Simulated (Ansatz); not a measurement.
Theory: DFT PBE, scalar-relativistic, plane waves, PAW (Ansatz 0.2.0). All cells share a 420 eV cutoff and Γ-centred k meshes spaced at most about 0.3 Å⁻¹ (about 0.25 or finer for metals, 2π included). No spin polarisation.

All energies are static (0 K, no zero-point motion).

Question: Order these relaxed structures of Mg3Se4 by energy, lowest first, with the energy over the lowest of them.
A.

```
CELL_PARAMETERS angstrom
4.03615 0.00000 0.00000
-2.01808 3.49541 0.00000
0.00000 0.00000 11.26096
ATOMIC_POSITIONS crystal
Mg 0.00000 0.00000 0.00000
Mg 0.66667 0.33333 0.71830
Mg 0.33333 0.66667 0.28170
Se 0.33333 0.66667 0.86196
Se 0.66667 0.33333 0.13804
Se 0.00000 0.00000 0.39353
Se 0.00000 0.00000 0.60647
```

B.

```
CELL_PARAMETERS angstrom
4.38559 -5.52369 0.00000
4.38559 5.52369 0.00000
0.00000 0.00000 3.26443
ATOMIC_POSITIONS crystal
Mg 0.50000 0.00000 0.50000
Mg 0.00000 0.50000 0.50000
Mg 0.00000 0.00000 0.00000
Se 0.24738 0.24738 0.50000
Se 0.75262 0.75262 0.50000
Se 0.75352 0.24649 0.00000
Se 0.24649 0.75352 0.00000
```

Answer: A (0 meV/atom), B (177 meV/atom). Forms: A P-3m1; B Cmmm. Counting Se atoms around Mg (those within 1.25 times the shortest such distance or 1.15 times the sum of covalent radii, 1.27 where that leaves under three): A has Mg 6; B has Mg 6. A holds Se–Se pairs (shortest 2.40 Å); in B the shortest Se–Se distance is 3.26 Å. Both come from invented guesses.

Cells relaxed within their symmetry can be saddle points. Some structure types and database cells were kept out of the candidates from the start, so a known form may be missing.
